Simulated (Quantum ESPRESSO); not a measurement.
# InP (F-43m) in Quantum ESPRESSO: a series of runs

One crystal, InP, is run at these levels: BEEF-vdW; tasks: single point, equation of state.

Program: Quantum ESPRESSO 7.5. These are calculated values, not measurements. Logs are shortened: lines on timing, memory, paths and dates and some standing lists are left out, and cuts for length are marked.

## 1. The crystal as given

Symmetry: F-43m, No. 216, cubic system. The conventional cell has a = 5.861 Å, b = 5.861 Å, c = 5.861 Å, α = 90.00°, β = 90.00°, γ = 90.00°. In (site symmetry -43m) has 4 P at 2.54 Å as nearest neighbours. P (site symmetry -43m) has 4 In at 2.54 Å as nearest neighbours.

## 2. Single point, BEEF-vdW, 23.66 Å³/atom

Input file pw.in:

```
&CONTROL
  calculation = 'scf'
  prefix = 'pwscf'
  outdir = './tmp'
  pseudo_dir = './pseudo'
  tprnfor = .true.
  tstress = .true.
  disk_io = 'nowf'
/
&SYSTEM
  ibrav = 0
  nat = 2
  ntyp = 2
  ecutwfc = 70
  nbnd = 15
  input_dft = 'beef-vdw'
  occupations = 'smearing'
  smearing = 'fd'
  degauss = 0.00367493
/
&ELECTRONS
  conv_thr = 4d-10
  electron_maxstep = 120
  mixing_beta = 0.5
/
ATOMIC_SPECIES
In   114.8180 In.upf
P     30.9738 P.upf
CELL_PARAMETERS angstrom
   0.0000000000    2.8706770916    2.8706770916
   2.8706770916    0.0000000000    2.8706770916
   2.8706770916    2.8706770916    0.0000000000
ATOMIC_POSITIONS crystal
In     0.0000000000    0.0000000000    0.0000000000
P      0.7500000000    0.7500000000    0.7500000000
K_POINTS automatic
8 8 8 0 0 0
```

Potentials or basis: PseudoDojo 0.4.1 SR PBE standard.

Started as:

```
$ OMP_NUM_THREADS=1 pw.x -in pw.in > pw.out
```

pw.out:

```text
This program is part of the open-source Quantum ESPRESSO suite
     for quantum simulation of materials; please cite
         "P. Giannozzi et al., J. Phys.:Condens. Matter 21 395502 (2009);
         "P. Giannozzi et al., J. Phys.:Condens. Matter 29 465901 (2017);
         "P. Giannozzi et al., J. Chem. Phys. 152 154105 (2020);
     in publications or presentations arising from this work. More details at

     **************************************************************************
     Initializing libbeef V0.1.2 with the BEEF-vdW functional.
     Citation: Wellendorff et al., PRB 85, 235149 (2012).
     **************************************************************************

     IMPORTANT: XC functional enforced from input :
     Exchange-correlation= BEEF-VDW
                           (   1   4  43  14   2   0   0)
     Any further DFT definition will be discarded
     Please, verify this is what you really want

     Message from routine setup:
     using ibrav=0 with symmetry is DISCOURAGED, use correct ibrav instead

     G-vector sticks info
     --------------------
     sticks:   dense  smooth     PW     G-vecs:    dense   smooth      PW
     Sum        1135    1135    337                25125    25125    4015

     Using Slab Decomposition

     bravais-lattice index     =            0
     lattice parameter (alat)  =       7.6718  a.u.
     unit-cell volume          =     319.2858 (a.u.)^3
     number of atoms/cell      =            2
     number of atomic types    =            2
     number of electrons       =        18.00
     number of Kohn-Sham states=           15
     kinetic-energy cutoff     =      70.0000  Ry
     charge density cutoff     =     280.0000  Ry
     scf convergence threshold =      4.0E-10
     mixing beta               =       0.5000
     number of iterations used =            8  plain     mixing
     Exchange-correlation= BEEF-VDW
                           (   1   4  43  14   2   0   0)

     celldm(1)=   7.671817  celldm(2)=   0.000000  celldm(3)=   0.000000
     celldm(4)=   0.000000  celldm(5)=   0.000000  celldm(6)=   0.000000

     crystal axes: (cart. coord. in units of alat)
               a(1) = (   0.000000   0.707107   0.707107 )
               a(2) = (   0.707107   0.000000   0.707107 )
               a(3) = (   0.707107   0.707107   0.000000 )

     reciprocal axes: (cart. coord. in units 2 pi/alat)
               b(1) = ( -0.707107  0.707107  0.707107 )
               b(2) = (  0.707107 -0.707107  0.707107 )
               b(3) = (  0.707107  0.707107 -0.707107 )

     PseudoPot. # 1 for In read from file:
     In.upf
     Pseudo is Norm-conserving + core correction, Zval = 13.0
     Generated using ONCVPSP code by D. R. Hamann
     Using radial grid of 1964 points,  6 beta functions with:
                l(1) =   0
                l(2) =   0
                l(3) =   1
                l(4) =   1
                l(5) =   2
                l(6) =   2

     PseudoPot. # 2 for P  read from file:
     P.upf
     Pseudo is Norm-conserving + core correction, Zval =  5.0
     Generated using ONCVPSP code by D. R. Hamann
     Using radial grid of 1298 points,  6 beta functions with:
                l(1) =   0
                l(2) =   0
                l(3) =   1
                l(4) =   1
                l(5) =   2
                l(6) =   2

     atomic species   valence    mass     pseudopotential
     In               13.00   114.81800     In( 1.00)
     P                 5.00    30.97380     P ( 1.00)

     24 Sym. Ops. (no inversion) found

   Cartesian axes

     site n.     atom                  positions (alat units)
         1        In     tau(   1) = (   0.0000000   0.0000000   0.0000000  )
         2        P      tau(   2) = (   1.0606602   1.0606602   1.0606602  )

     number of k points=    29  Fermi-Dirac smearing, width (Ry)=  0.0037
                       cart. coord. in units 2pi/alat
        k(    1) = (   0.0000000   0.0000000   0.0000000), wk =   0.0039062
        k(    2) = (   0.0883883   0.0883883  -0.0883883), wk =   0.0312500
        k(    3) = (   0.1767767   0.1767767  -0.1767767), wk =   0.0312500
        k(    4) = (   0.2651650   0.2651650  -0.2651650), wk =   0.0312500
        k(    5) = (  -0.3535534  -0.3535534   0.3535534), wk =   0.0156250
        k(    6) = (   0.1767767   0.0000000   0.0000000), wk =   0.0234375
[... 21 lines left out ...]
        k(   28) = (  -0.7071068   0.1767767  -0.0000000), wk =   0.0468750
        k(   29) = (  -0.7071068   0.3535534   0.0000000), wk =   0.0234375

     Dense  grid:    25125 G-vectors     FFT dimensions: (  45,  45,  45)

     Initial potential from superposition of free atoms

     starting charge      17.9960, renormalised to      18.0000

     %%%%%%%%%%%%%%%%%%%%%%%%%%%%%%%%%%%%%%%%%%%%%%%%%%%%%%%%%%%%%%%%%%%%%%%%
     %                                                                      %
     % You are using vdW-DF, which was implemented by the Thonhauser group. %
     % Please cite the following two papers that made this development      %
     % possible and the two reviews that describe the various versions:     %
     %                                                                      %
     %   T. Thonhauser et al., PRL 115, 136402 (2015).                      %
     %   T. Thonhauser et al., PRB 76, 125112 (2007).                       %
     %   K. Berland et al., Rep. Prog. Phys. 78, 066501 (2015).             %
     %   D.C. Langreth et al., J. Phys.: Condens. Matter 21, 084203 (2009). %
     %                                                                      %
     % If you are calculating stress with vdW-DF, please also cite:         %
     %                                                                      %
     %   R. Sabatini et al., J. Phys.: Condens. Matter 24, 424209 (2012).   %
     %                                                                      %
     %%%%%%%%%%%%%%%%%%%%%%%%%%%%%%%%%%%%%%%%%%%%%%%%%%%%%%%%%%%%%%%%%%%%%%%%

     %%%%%%%%%%%%%%%%%%%%%%%%%%%%%%%%%%%%%%%%%%%%%%%%%%%%%%%%%%%%%%%%%%%%%%%%
     %                                                                      %
     %  vdW-DF NEWS:                                                        %
     %                                                                      %
     %  * vdW-DF3 is now available. DOI: 10.1021/acs.jctc.0c00471           %
     %    use with input_dft = 'vdW-DF3-opt1' or 'vdW-DF3-opt2'             %
     %                                                                      %
     %  * Unscreened and range-separated hybrid vdW-DF-cx functionals       %
     %    DOI: 10.1063/1.4986522 and 10.1088/1361-648X/ac2ad2               %
     %    use with input_dft = 'vdW-DF-cx0'    and 'vdW-DF-ahcx'            %
     %  * Unscreened and range-separated hybrid vdW-DF2-b86r functionals    %
     %    DOI: 10.1063/1.4986522 and DOI: 10.1103/PhysRevX.12.041003        %
     %    use with input_dft = 'vdW-DF2-br0' and 'vdW-DF2-ahbr'             %
     %                                                                      %
     %%%%%%%%%%%%%%%%%%%%%%%%%%%%%%%%%%%%%%%%%%%%%%%%%%%%%%%%%%%%%%%%%%%%%%%%

     Starting wfcs are   13 randomized atomic wfcs +    2 random wfcs

     Self-consistent Calculation

     iteration #  1     ecut=    70.00 Ry     beta= 0.50
     Davidson diagonalization with overlap
     ethr =  1.00E-02,  avg # of iterations =  5.7

     Threshold (ethr) on eigenvalues was too large:
     Diagonalizing with lowered threshold

     Davidson diagonalization with overlap
     ethr =  6.97E-04,  avg # of iterations =  1.9

     total energy              =    -148.30585156 Ry
     estimated scf accuracy    <       0.12285724 Ry
[... 50 lines left out ...]
     iteration #  9     ecut=    70.00 Ry     beta= 0.50
     Davidson diagonalization with overlap
     ethr =  3.43E-12,  avg # of iterations =  3.5

     End of self-consistent calculation

          k = 0.0000 0.0000 0.0000 (  3143 PWs)   bands (ev):

    -6.9544  -6.9544  -6.9544  -6.7890  -6.7890  -4.1802   7.7149   7.7149
     7.7149   8.8546  11.9305  11.9305  11.9305  16.8442  17.3257

          k = 0.0884 0.0884-0.0884 (  3164 PWs)   bands (ev):
[... 16 lines left out ...]
    -7.0822  -6.9111  -6.9111  -6.7724  -6.7724  -2.3079   1.7454   6.6814
     6.6814   9.4786  12.6537  12.6537  15.1366  17.7045  18.6117

          k = 0.1768 0.0000 0.0000 (  3163 PWs)   bands (ev):

    -6.9902  -6.9377  -6.9377  -6.7960  -6.7832  -3.9268   6.2451   7.1642
     7.1642  10.2385  11.2922  12.7047  12.7047  15.7121  17.4688

          k = 0.2652 0.0884-0.0884 (  3161 PWs)   bands (ev):
[... 21 lines left out ...]
    -7.0472  -6.9169  -6.9137  -6.7919  -6.7785  -3.0736   3.5591   5.9138
     7.0714  10.5138  12.6755  12.8047  13.5043  15.8962  17.7877

          k = 0.0000-0.1768 0.1768 (  3160 PWs)   bands (ev):

    -7.0053  -6.9362  -6.9285  -6.7937  -6.7833  -3.6839   5.1724   6.5712
     7.4635  10.3740  12.0642  12.3685  13.0817  15.8477  16.8697

          k = 0.3536 0.0000 0.0000 (  3178 PWs)   bands (ev):

    -7.0654  -6.8961  -6.8961  -6.8158  -6.7689  -3.2176   4.3723   6.2149
     6.2149  10.3018  11.1129  14.3477  14.3477  14.9422  17.8668

          k = 0.4419 0.0884-0.0884 (  3156 PWs)   bands (ev):
[... 11 lines left out ...]
    -7.0985  -6.8936  -6.8753  -6.7955  -6.7773  -1.9249   2.0764   4.4644
     6.1406  10.6436  12.8692  14.1568  14.8702  16.7655  17.1853

          k = 0.0000-0.3536 0.3536 (  3150 PWs)   bands (ev):

    -7.0759  -6.9028  -6.8934  -6.7902  -6.7825  -2.4604   2.8229   4.7282
     6.6232  10.9637  12.9838  13.5403  13.6033  16.0100  18.5545

          k = 0.5303-0.0000 0.0000 (  3162 PWs)   bands (ev):

    -7.1304  -6.8531  -6.8531  -6.8382  -6.7547  -2.2282   2.6506   5.5045
     5.5045   9.7087  10.4958  16.2825  16.2825  16.3691  18.3790

          k =-0.0884-0.6187 0.6187 (  3166 PWs)   bands (ev):

    -7.1401  -6.8543  -6.8440  -6.8338  -6.7544  -1.7506   2.0220   4.8886
     5.4161   9.9031  10.8082  15.9576  16.3976  17.8505  18.8260

          k = 0.0000-0.5303 0.5303 (  3180 PWs)   bands (ev):

    -7.1240  -6.8718  -6.8516  -6.8186  -6.7656  -1.6046   1.9178   4.2106
     5.6540  10.1949  12.3190  15.4921  15.5700  16.4872  17.8490

          k =-0.7071 0.0000 0.0000 (  3138 PWs)   bands (ev):

    -7.1552  -6.8480  -6.8348  -6.8348  -6.7488  -1.5968   1.7640   5.2491
     5.2491   9.5527  10.1019  17.4689  17.7763  17.7763  19.8453

          k = 0.3536 0.1768 0.0000 (  3151 PWs)   bands (ev):

    -7.0626  -6.9059  -6.8987  -6.8064  -6.7714  -3.0097   3.7620   5.6176
     6.5861  11.1659  11.4571  13.1213  14.1515  15.7984  18.1811

          k =-0.2652-0.4419 0.6187 (  3156 PWs)   bands (ev):
[... 16 lines left out ...]
    -7.1166  -6.8828  -6.8527  -6.8131  -6.7682  -1.6728   2.0060   4.4149
     5.3186  11.0509  12.3435  13.8144  15.5000  16.9838  19.2379

          k = 0.0000-0.3536 0.5303 (  3144 PWs)   bands (ev):

    -7.1043  -6.8932  -6.8606  -6.8036  -6.7754  -1.8135   2.1570   4.2859
     5.6457  11.3869  12.7378  13.2568  15.5588  16.3111  17.9939

          k =-0.7071 0.1768-0.0000 (  3176 PWs)   bands (ev):

    -7.1379  -6.8586  -6.8473  -6.8250  -6.7580  -1.5507   1.8407   4.9003
     4.9065  10.5124  10.9845  15.7159  15.7965  18.3148  19.1592

          k =-0.7071 0.3536 0.0000 (  3156 PWs)   bands (ev):

    -7.1171  -6.8858  -6.8470  -6.8103  -6.7718  -1.5033   1.9277   4.5862
     4.6203  12.1416  12.3802  13.5893  14.1038  18.4757  19.2759

     the Fermi energy is     8.3152 ev

!    total energy              =    -148.33085194 Ry
     estimated scf accuracy    <          1.6E-10 Ry
     smearing contrib. (-TS)   =      -0.00000001 Ry
     internal energy E=F+TS    =    -148.33085193 Ry

     The total energy is F=E-TS. E is the sum of the following terms:
     one-electron contribution =     -46.97174371 Ry
     hartree contribution      =      36.17632161 Ry
     xc contribution           =     -45.94531499 Ry
     ewald contribution        =     -91.59011484 Ry

     convergence has been achieved in   9 iterations

     Forces acting on atoms (cartesian axes, Ry/au):

     atom    1 type  1   force =     0.00000000    0.00000000    0.00000000
     atom    2 type  2   force =     0.00000000   -0.00000000   -0.00000000

     Total force =     0.000000     Total SCF correction =     0.000000

     Computing stress (Cartesian axis) and pressure

          total   stress  (Ry/bohr**3)                   (kbar)     P=       92.81
   0.00063088  -0.00000000  -0.00000000           92.81       -0.00       -0.00
  -0.00000000   0.00063088  -0.00000000           -0.00       92.81       -0.00
  -0.00000000  -0.00000000   0.00063088           -0.00       -0.00       92.81

=------------------------------------------------------------------------------=
   JOB DONE.
=------------------------------------------------------------------------------=
```

Wall time 91 s (1 thread of Arm Neoverse V1, shared host); peak memory 0.13 GiB.

Results:

```
Free energy            : -2018.1441 eV
Pressure               : 9.3 GPa
Band gap on the k mesh : 1.14 eV, direct
```

Caveat: the potentials were made for another functional, which shifts forces and pressure; spin-orbit coupling is left out, which moves the levels of the heavy elements.

## 3. Single point, BEEF-vdW, 24.16 Å³/atom

Edit pw.in of step 2 so:

```diff
@@ -29,5 +29,5 @@
 CELL_PARAMETERS angstrom
-   0.0000000000    2.8706770916    2.8706770916
-   2.8706770916    0.0000000000    2.8706770916
-   2.8706770916    2.8706770916    0.0000000000
+   0.0000000000    2.8908937935    2.8908937935
+   2.8908937935    0.0000000000    2.8908937935
+   2.8908937935    2.8908937935    0.0000000000
 ATOMIC_POSITIONS crystal
```

Potentials or basis: PseudoDojo 0.4.1 SR PBE standard.

Started as:

```
$ OMP_NUM_THREADS=1 pw.x -in pw.in > pw.out
```

It took 88 s on 1 thread of Arm Neoverse V1, shared host; peak memory 0.13 GiB.

Results (log left out):

```
Free energy            : -2018.1961 eV
Pressure               : 7.3 GPa
Band gap on the k mesh : 1.02 eV, direct
```

Caveat: the potentials were made for another functional, which shifts forces and pressure; spin-orbit coupling is left out, which moves the levels of the heavy elements.

## 4. Single point, BEEF-vdW, 24.66 Å³/atom

Edit pw.in of step 3 so:

```diff
@@ -29,5 +29,5 @@
 CELL_PARAMETERS angstrom
-   0.0000000000    2.8908937935    2.8908937935
-   2.8908937935    0.0000000000    2.8908937935
-   2.8908937935    2.8908937935    0.0000000000
+   0.0000000000    2.9108316221    2.9108316221
+   2.9108316221    0.0000000000    2.9108316221
+   2.9108316221    2.9108316221    0.0000000000
 ATOMIC_POSITIONS crystal
```

Started as:

```
$ OMP_NUM_THREADS=1 pw.x -in pw.in > pw.out
```

Wall time 88 s (1 thread of Arm Neoverse V1, shared host); peak memory 0.13 GiB.

The run converged. Its results:

| Quantity | Value |
| --- | --- |
| Free energy | -2018.2363 eV |
| Pressure | 5.5 GPa |
| Band gap on the k mesh | 0.90 eV, direct |

Caveat: the potentials were made for another functional, which shifts forces and pressure; spin-orbit coupling is left out, which moves the levels of the heavy elements.

## 5. Single point, BEEF-vdW, 25.17 Å³/atom

Edit pw.in of step 4 so:

```diff
@@ -29,5 +29,5 @@
 CELL_PARAMETERS angstrom
-   0.0000000000    2.9108316221    2.9108316221
-   2.9108316221    0.0000000000    2.9108316221
-   2.9108316221    2.9108316221    0.0000000000
+   0.0000000000    2.9305000000    2.9305000000
+   2.9305000000    0.0000000000    2.9305000000
+   2.9305000000    2.9305000000    0.0000000000
 ATOMIC_POSITIONS crystal
```

Started as:

```
$ OMP_NUM_THREADS=1 pw.x -in pw.in > pw.out
```

Wall time 88 s (1 thread of Arm Neoverse V1, shared host); peak memory 0.13 GiB.

Results (log left out):

| Property | Result |
| --- | --- |
| Free energy | -2018.2659 eV |
| Pressure | 3.9 GPa |
| Band gap on the k mesh | 0.78 eV, direct |

Caveat: the potentials were made for another functional, which shifts forces and pressure; spin-orbit coupling is left out, which moves the levels of the heavy elements.

## 6. Single point, BEEF-vdW, 25.67 Å³/atom

Edit pw.in of step 5 so:

```diff
@@ -29,5 +29,5 @@
 CELL_PARAMETERS angstrom
-   0.0000000000    2.9305000000    2.9305000000
-   2.9305000000    0.0000000000    2.9305000000
-   2.9305000000    2.9305000000    0.0000000000
+   0.0000000000    2.9499078504    2.9499078504
+   2.9499078504    0.0000000000    2.9499078504
+   2.9499078504    2.9499078504    0.0000000000
 ATOMIC_POSITIONS crystal
```

Potentials or basis: PseudoDojo 0.4.1 SR PBE standard.

Started as:

```
$ OMP_NUM_THREADS=1 pw.x -in pw.in > pw.out
```

It took 91 s on 1 thread of Arm Neoverse V1, shared host; peak memory 0.13 GiB.

The run converged. Its results:

| Item | Value |
| --- | --- |
| Free energy | -2018.2861 eV |
| Pressure | 2.5 GPa |
| Band gap on the k mesh | 0.66 eV, direct |

Caveat: the potentials were made for another functional, which shifts forces and pressure; spin-orbit coupling is left out, which moves the levels of the heavy elements.

## 7. Single point, BEEF-vdW, 26.17 Å³/atom

Edit pw.in of step 6 so:

```diff
@@ -29,5 +29,5 @@
 CELL_PARAMETERS angstrom
-   0.0000000000    2.9499078504    2.9499078504
-   2.9499078504    0.0000000000    2.9499078504
-   2.9499078504    2.9499078504    0.0000000000
+   0.0000000000    2.9690636329    2.9690636329
+   2.9690636329    0.0000000000    2.9690636329
+   2.9690636329    2.9690636329    0.0000000000
 ATOMIC_POSITIONS crystal
```

Started as:

```
$ OMP_NUM_THREADS=1 pw.x -in pw.in > pw.out
```

Run time: 91 s. Hardware: 1 thread of Arm Neoverse V1, shared host; peak memory 0.13 GiB.

It converged, with:

- Free energy: -2018.2977 eV
- Pressure: 1.2 GPa
- Band gap on the k mesh: 0.55 eV, direct

Caveat: the potentials were made for another functional, which shifts forces and pressure; spin-orbit coupling is left out, which moves the levels of the heavy elements.

## 8. Single point, BEEF-vdW, 26.68 Å³/atom

Edit pw.in of step 7 so:

```diff
@@ -29,5 +29,5 @@
 CELL_PARAMETERS angstrom
-   0.0000000000    2.9690636329    2.9690636329
-   2.9690636329    0.0000000000    2.9690636329
-   2.9690636329    2.9690636329    0.0000000000
+   0.0000000000    2.9879753761    2.9879753761
+   2.9879753761    0.0000000000    2.9879753761
+   2.9879753761    2.9879753761    0.0000000000
 ATOMIC_POSITIONS crystal
```

Started as:

```
$ OMP_NUM_THREADS=1 pw.x -in pw.in > pw.out
```

Wall time 92 s (1 thread of Arm Neoverse V1, shared host); peak memory 0.13 GiB.

The run converged. Its results:

```
Free energy            : -2018.3018 eV
Pressure               : 0.1 GPa
Band gap on the k mesh : 0.44 eV, direct
```

Caveat: the potentials were made for another functional, which shifts forces and pressure; spin-orbit coupling is left out, which moves the levels of the heavy elements.

## 9. Equation of state, BEEF-vdW

Potentials or basis: PseudoDojo 0.4.1 SR PBE standard.

This step only gathers the single runs of the series.

What came out:

| Property | Result |
| --- | --- |
| Equilibrium volume | 26.71 Å³/atom (rough: see the caveat) |
| Bulk modulus | 57 GPa (rough) |

Energy against volume, from the lowest point:
| volume (Å³/atom) | energy (meV/atom) |
| --- | --- |
| 23.657 | 78.86 |
| 24.160 | 52.86 |
| 24.663 | 32.75 |
| 25.167 | 17.92 |
| 25.670 | 7.84 |
| 26.173 | 2.01 |
| 26.677 | 0.00 |

Caveat: the potentials were made for another functional, which shifts forces and pressure; the minimum lies outside the volumes run.
